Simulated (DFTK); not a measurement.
# H (I4/mmm) in DFTK: reference runs

How does H come out in PBE? The cell is run as given and disturbed, and energy against volume gives the equilibrium volume and stiffness.

Program: DFTK 0.8.2. These are calculated values, not measurements. Logs are shortened: lines on timing, memory, paths and dates and some standing lists are left out, and cuts for length are marked.

## (1) The structure

Symmetry: I4/mmm, No. 139, tetragonal system. The conventional cell has a = 3.383 Å, b = 3.383 Å, c = 4.117 Å, α = 90.00°, β = 90.00°, γ = 90.00°. H (site symmetry 4mm) is surrounded by 1 H at 0.74 Å.

## (2) Equation of state, PBE

File run.jl:

```julia
using DFTK
using PseudoPotentialData
using Unitful, UnitfulAtomic
using LinearAlgebra, Printf
include("save.jl")
disable_threading()

# lattice vectors are the columns
lattice = austrip(1u"Å") * [   -1.69153447     1.69153447     1.69153447;
               1.69153447    -1.69153447     1.69153447;
               2.05847399     2.05847399    -2.05847399]
symbols   = [:H, :H]
positions = [[0.09013771, 0.09013771, 0.0],
             [0.90986229, 0.90986229, 0.0]]
pseudopotentials = PseudoFamily("dojo.nc.sr.pbe.v0_4_1.standard.upf")
elements = Dict(s => ElementPsp(s, pseudopotentials) for s in unique(symbols))
atoms    = [elements[s] for s in symbols]

build_model(lattice, positions; symmetries=true) =
    model_DFT(lattice, atoms, positions;
              functionals=PBE(),
              temperature=austrip(0.05u"eV"),
              smearing=Smearing.FermiDirac(),
              symmetries)
Ecut  = 36.0  # hartree
kgrid = [11, 11, 11]
tol   = 1e-6
to_GPa = ustrip(uconvert(u"GPa", 1u"hartree/bohr^3"))

results["points"] = []
for scale in [0.94, 0.96, 0.98, 1.0, 1.02, 1.04, 1.06]
    println("\n=== scale = ", scale)
    model = build_model(cbrt(scale) * lattice, positions)
    basis = PlaneWaveBasis(model; Ecut, kgrid)
    t0 = time()
    scfres = self_consistent_field(basis;
                                   tol,
                                   nbandsalg=AdaptiveBands(model; n_bands_converge=6))
    seconds = time() - t0
    @printf "SCF: %d iterations, %.1f s\n" scfres.n_iter seconds
    forces = compute_forces_cart(scfres)
    stress = compute_stresses_cart(scfres)
    @printf "V = %.5f Å^3  F = %.8f Ha  max force = %.5f eV/Å  p = %.4f GPa\n" ustrip(auconvert(u"Å^3", model.unit_cell_volume)) scfres.energies.total ustrip(auconvert(u"eV/Å", maximum(norm, forces))) (-tr(stress) / 3 * to_GPa)
    push!(results["points"], save_scf!(scfres; forces, stress, d=Dict{String,Any}("seconds" => seconds, "n_matvec" => get(scfres, :n_matvec, 0))))
end

# third-order Birch-Murnaghan fit in x = V^(-2/3)
V = [0.94, 0.96, 0.98, 1.0, 1.02, 1.04, 1.06] * abs(det(lattice))
E = [p["total"] for p in results["points"]]
x = V .^ (-2 / 3)
c = [x .^ 0 x x .^ 2 x .^ 3] \ E
Δ = c[3]^2 - 3c[2] * c[4]
if Δ > 0
    x0 = (-c[3] + sqrt(Δ)) / 3c[4]
    B0 = 4 / 9 * x0^(7 / 2) * (2c[3] + 6c[4] * x0)
    @printf "V0 = %.4f Å^3  B0 = %.2f GPa\n" ustrip(auconvert(u"Å^3", x0^(-3 / 2))) B0 * to_GPa
end
```

Potentials or basis: dojo.nc.sr.pbe.v0_4_1.standard.upf (PBE).

Run with:

```bash
> julia --threads=1 run.jl  # save.jl only writes the numbers to a file and isn't shown; printed stress counts tension as positive; times include loading and compiling
```

What it wrote:

```text
=== scale = 0.94
n     Energy            log10(ΔE)   log10(Δρ)   Diag   Δtime
---   ---------------   ---------   ---------   ----   ------
  1   -1.160549100229                   -0.76    3.3    7.27s
  2   -1.166393261588       -2.23       -2.47    1.1    3.84s
  3   -1.166418250478       -4.60       -2.77    3.6    5.62s
  4   -1.166418425354       -6.76       -4.06    2.2    4.12s
  5   -1.166418429668       -8.37       -5.19    3.3    5.20s
  6   -1.166418429723      -10.25       -5.86    3.7    5.39s
  7   -1.166418429724      -12.20       -7.18    3.3    5.07s
SCF: 7 iterations, 36.8 s
V = 22.14598 Å^3  F = -1.16641843 Ha  max force = 0.79283 eV/Å  p = 1.8730 GPa

=== scale = 0.96
n     Energy            log10(ΔE)   log10(Δρ)   Diag   Δtime
---   ---------------   ---------   ---------   ----   ------
  1   -1.160778515088                   -0.76    3.3    5.01s
  2   -1.166578069685       -2.24       -2.47    1.2    3.31s
  3   -1.166602791876       -4.61       -2.78    3.6    5.50s
  4   -1.166602958313       -6.78       -4.08    2.2    4.03s
  5   -1.166602962440       -8.38       -5.21    3.3    5.93s
  6   -1.166602962493      -10.27       -5.85    3.7    5.53s
  7   -1.166602962494      -12.22       -7.22    3.2    5.13s
SCF: 7 iterations, 34.8 s
V = 22.61717 Å^3  F = -1.16660296 Ha  max force = 0.59720 eV/Å  p = 1.4652 GPa

=== scale = 0.98
n     Energy            log10(ΔE)   log10(Δρ)   Diag   Δtime
---   ---------------   ---------   ---------   ----   ------
  1   -1.160965385510                   -0.77    3.3    5.97s
  2   -1.166719816952       -2.24       -2.46    1.1    3.20s
  3   -1.166744542944       -4.61       -2.78    3.5    5.45s
  4   -1.166744702231       -6.80       -4.08    2.1    4.04s
  5   -1.166744706273       -8.39       -5.22    3.3    5.11s
  6   -1.166744706326      -10.28       -5.86    3.7    5.49s
  7   -1.166744706326      -12.25       -7.26    3.2    5.19s
SCF: 7 iterations, 34.8 s
V = 23.08836 Å^3  F = -1.16674471 Ha  max force = 0.41025 eV/Å  p = 1.0863 GPa

=== scale = 1.0
n     Energy            log10(ΔE)   log10(Δρ)   Diag   Δtime
---   ---------------   ---------   ---------   ----   ------
  1   -1.161113190730                   -0.77    3.3    5.87s
  2   -1.166822265082       -2.24       -2.45    1.2    2.60s
  3   -1.166846860846       -4.61       -2.78    3.6    5.51s
  4   -1.166847014839       -6.81       -4.09    2.1    3.90s
  5   -1.166847018742       -8.41       -5.23    3.3    5.24s
  6   -1.166847018793      -10.30       -5.86    3.7    5.40s
  7   -1.166847018793      -12.29       -7.26    3.2    4.86s
SCF: 7 iterations, 34.5 s
V = 23.55955 Å^3  F = -1.16684702 Ha  max force = 0.23142 eV/Å  p = 0.7344 GPa

=== scale = 1.02
n     Energy            log10(ΔE)   log10(Δρ)   Diag   Δtime
---   ---------------   ---------   ---------   ----   ------
  1   -1.161226566863                   -0.77    3.2    5.75s
  2   -1.166887916298       -2.25       -2.45    1.1    2.37s
  3   -1.166912351922       -4.61       -2.78    3.5    5.54s
  4   -1.166912499549       -6.83       -4.09    2.1    4.03s
  5   -1.166912503343       -8.42       -5.24    3.3    5.20s
  6   -1.166912503391      -10.31       -5.86    3.7    5.59s
  7   -1.166912503392      -12.33       -7.30    3.1    5.72s
SCF: 7 iterations, 34.5 s
V = 24.03075 Å^3  F = -1.16691250 Ha  max force = 0.06030 eV/Å  p = 0.4071 GPa

=== scale = 1.04
n     Energy            log10(ΔE)   log10(Δρ)   Diag   Δtime
---   ---------------   ---------   ---------   ----   ------
  1   -1.161302972538                   -0.78    3.2    4.85s
  2   -1.166919330256       -2.25       -2.44    1.2    3.48s
  3   -1.166943604887       -4.61       -2.78    3.5    5.37s
  4   -1.166943747175       -6.85       -4.10    2.1    3.96s
  5   -1.166943750874       -8.43       -5.25    3.3    5.22s
  6   -1.166943750922      -10.32       -5.87    3.7    5.49s
  7   -1.166943750922      -12.37       -7.24    3.2    5.10s
SCF: 7 iterations, 33.8 s
V = 24.50194 Å^3  F = -1.16694375 Ha  max force = 0.10359 eV/Å  p = 0.1025 GPa

=== scale = 1.06
n     Energy            log10(ΔE)   log10(Δρ)   Diag   Δtime
---   ---------------   ---------   ---------   ----   ------
  1   -1.161346448837                   -0.78    3.2    5.00s
  2   -1.166918900354       -2.25       -2.43    1.2    3.14s
  3   -1.166943044267       -4.62       -2.78    3.5    5.36s
  4   -1.166943181915       -6.86       -4.11    2.1    3.92s
  5   -1.166943185514       -8.44       -5.26    3.3    5.13s
  6   -1.166943185563      -10.32       -5.89    3.7    6.36s
  7   -1.166943185563      -12.43       -7.13    3.2    4.86s
SCF: 7 iterations, 34.1 s
V = 24.97313 Å^3  F = -1.16694319 Ha  max force = 0.26062 eV/Å  p = -0.1811 GPa
V0 = 24.7277 Å^3  B0 = 14.90 GPa
```

Wall time 6.9 min (1 thread of Intel Xeon Platinum 8488C (Sapphire Rapids), shared host); peak memory 1.9 GiB.

What came out:

```
Equilibrium volume                        : 12.36 Å³/atom
Bulk modulus at fixed shape and positions : 14.9 GPa
Pressure derivative of the bulk modulus   : 2.8
```

Energy against volume, from the lowest point:
```csv
volume (Å³/atom),energy (meV/atom)
11.073,7.15
11.309,4.64
11.544,2.71
11.780,1.32
12.015,0.43
12.251,0.00
12.487,0.01
```

Caveat: the cell was scaled at fixed shape and fractional positions, which overstates the stiffness of a crystal with free parameters, most of all of layers and chains.

## (3) Single point, PBE, 11.07 Å³/atom (volume scaled by 0.94)

run.jl is that of step 2.

Potentials or basis: dojo.nc.sr.pbe.v0_4_1.standard.upf (PBE).

Run with:

```bash
> julia --threads=1 run.jl  # one pass of the loop, scale = 0.94; save.jl only writes the numbers to a file and isn't shown; printed stress counts tension as positive; times include loading and compiling
```

It took 37 s on 1 thread of Intel Xeon Platinum 8488C (Sapphire Rapids), shared host.

Results (log left out):

| Quantity | Value |
| --- | --- |
| Free energy | -31.7399 eV |
| Pressure | 1.9 GPa |
| Largest force | 0.793 eV/Å |
| Band gap on the k mesh | 9.12 eV, indirect (least direct gap 9.98 eV) |

Caveat: an odd mesh through Γ misses points on the zone boundary, where band edges often lie.

## (4) Single point, PBE, 11.31 Å³/atom (volume scaled by 0.96)

run.jl is that of step 3.

Run with:

```bash
> julia --threads=1 run.jl  # one pass of the loop, scale = 0.96; save.jl only writes the numbers to a file and isn't shown; printed stress counts tension as positive; times include loading and compiling
```

It took 35 s on 1 thread of Intel Xeon Platinum 8488C (Sapphire Rapids), shared host.

It converged, with:

```
Free energy            : -31.7449 eV
Pressure               : 1.5 GPa
Largest force          : 0.597 eV/Å
Band gap on the k mesh : 9.10 eV, indirect (least direct gap 9.93 eV)
```

Caveat: an odd mesh through Γ misses points on the zone boundary, where band edges often lie.

## (5) Single point, PBE, 11.54 Å³/atom (volume scaled by 0.98)

run.jl is that of step 4.

Potentials or basis: dojo.nc.sr.pbe.v0_4_1.standard.upf (PBE).

Run with:

```bash
> julia --threads=1 run.jl  # one pass of the loop, scale = 0.98; save.jl only writes the numbers to a file and isn't shown; printed stress counts tension as positive; times include loading and compiling
```

What it wrote:

```text
=== scale = 0.98
n     Energy            log10(ΔE)   log10(Δρ)   Diag   Δtime
---   ---------------   ---------   ---------   ----   ------
  1   -1.160965385510                   -0.77    3.3    5.97s
  2   -1.166719816952       -2.24       -2.46    1.1    3.20s
  3   -1.166744542944       -4.61       -2.78    3.5    5.45s
  4   -1.166744702231       -6.80       -4.08    2.1    4.04s
  5   -1.166744706273       -8.39       -5.22    3.3    5.11s
  6   -1.166744706326      -10.28       -5.86    3.7    5.49s
  7   -1.166744706326      -12.25       -7.26    3.2    5.19s
SCF: 7 iterations, 34.8 s
V = 23.08836 Å^3  F = -1.16674471 Ha  max force = 0.41025 eV/Å  p = 1.0863 GPa
```

Run time: 35 s. Hardware: 1 thread of Intel Xeon Platinum 8488C (Sapphire Rapids), shared host.

Results:

```yaml
Free_energy: -31.7487 eV
Pressure: 1.1 GPa
Largest_force: 0.410 eV/Å
Band_gap_on_the_k_mesh: 9.08 eV, indirect (least direct gap 9.89 eV)
```

Caveat: an odd mesh through Γ misses points on the zone boundary, where band edges often lie.

## (6) Single point, PBE, 11.78 Å³/atom

run.jl is that of step 5.

Potentials or basis: dojo.nc.sr.pbe.v0_4_1.standard.upf (PBE).

Run with:

```bash
> julia --threads=1 run.jl  # one pass of the loop, scale = 1.0; save.jl only writes the numbers to a file and isn't shown; printed stress counts tension as positive; times include loading and compiling
```

Wall time 34 s (1 thread of Intel Xeon Platinum 8488C (Sapphire Rapids), shared host).

Results (log left out):

| Item | Value |
| --- | --- |
| Free energy | -31.7515 eV |
| Pressure | 0.7 GPa |
| Largest force | 0.231 eV/Å |
| Band gap on the k mesh | 9.06 eV, indirect (least direct gap 9.85 eV) |

Caveat: an odd mesh through Γ misses points on the zone boundary, where band edges often lie.

## (7) Single point, PBE, 12.02 Å³/atom (volume scaled by 1.02)

run.jl is that of step 6.

Run with:

```bash
> julia --threads=1 run.jl  # one pass of the loop, scale = 1.02; save.jl only writes the numbers to a file and isn't shown; printed stress counts tension as positive; times include loading and compiling
```

Run time: 35 s. Hardware: 1 thread of Intel Xeon Platinum 8488C (Sapphire Rapids), shared host.

The run converged. Its results:

```
Free energy            : -31.7533 eV
Pressure               : 0.4 GPa
Largest force          : 0.060 eV/Å
Band gap on the k mesh : 9.04 eV, indirect (least direct gap 9.81 eV)
```

Caveat: an odd mesh through Γ misses points on the zone boundary, where band edges often lie.

## (8) Single point, PBE, 12.25 Å³/atom (volume scaled by 1.04)

run.jl is that of step 7.

Run with:

```bash
> julia --threads=1 run.jl  # one pass of the loop, scale = 1.04; save.jl only writes the numbers to a file and isn't shown; printed stress counts tension as positive; times include loading and compiling
```

Run time: 34 s. Hardware: 1 thread of Intel Xeon Platinum 8488C (Sapphire Rapids), shared host.

It converged, with:

| Quantity | Value |
| --- | --- |
| Free energy | -31.7542 eV |
| Pressure | 0.1 GPa |
| Largest force | 0.104 eV/Å |
| Band gap on the k mesh | 9.01 eV, indirect (least direct gap 9.76 eV) |

Caveat: an odd mesh through Γ misses points on the zone boundary, where band edges often lie.

## (9) Single point, PBE, 12.49 Å³/atom (volume scaled by 1.06)

run.jl is that of step 8.

Potentials or basis: dojo.nc.sr.pbe.v0_4_1.standard.upf (PBE).

Run with:

```bash
> julia --threads=1 run.jl  # one pass of the loop, scale = 1.06; save.jl only writes the numbers to a file and isn't shown; printed stress counts tension as positive; times include loading and compiling
```

It took 34 s on 1 thread of Intel Xeon Platinum 8488C (Sapphire Rapids), shared host.

It converged, with:

| Quantity | Value |
| --- | --- |
| Free energy | -31.7541 eV |
| Pressure | -0.2 GPa |
| Largest force | 0.261 eV/Å |
| Band gap on the k mesh | 8.99 eV, indirect (least direct gap 9.73 eV) |

Caveat: an odd mesh through Γ misses points on the zone boundary, where band edges often lie.

(Part 1 of 2 ends here.)
